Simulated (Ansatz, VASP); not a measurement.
NaH6: VASP beside Ansatz

```xyz
7
Lattice="3.6446 0.0000 0.0000 0.0000 3.6446 0.0000 0.0000 0.0000 3.6446" Properties=species:S:1:pos:R:3 pbc="T T T"
Na    1.8223    1.8223    1.8223
H     0.0000    1.8223    1.8223
H     1.8223    0.0000    1.8223
H     1.8223    1.8223    0.0000
H     1.8223    0.0000    0.0000
H     0.0000    1.8223    0.0000
H     0.0000    0.0000    1.8223
```

Alike in both runs: functional PBE; k mesh 10 × 10 × 10; occupations gaussian, width 0.1 eV; no spin polarisation.

Ansatz relaxed the structure, and its values are those at the end. VASP's run is a single point on that final structure, the one shown.

```csv
,VASP,Ansatz
version,VASP 6.6.1,Ansatz 0.2.0
potentials or method,"VASP PAW PBE potentials, release 64 (Na_pv, H)","scalar-relativistic, plane waves, PAW"
plane-wave cutoff (eV),520,420
valence electrons in the cell,13,15
```

```csv
,VASP,Ansatz,Ansatz less VASP
gap on the k mesh at the Fermi level (eV),none,none,-
pressure (GPa),-0.1,0.0,+0.02
```

A gap of «none» marks a metal or a gap that the smearing closes. The two sets of potentials don't hold the same shells in valence.
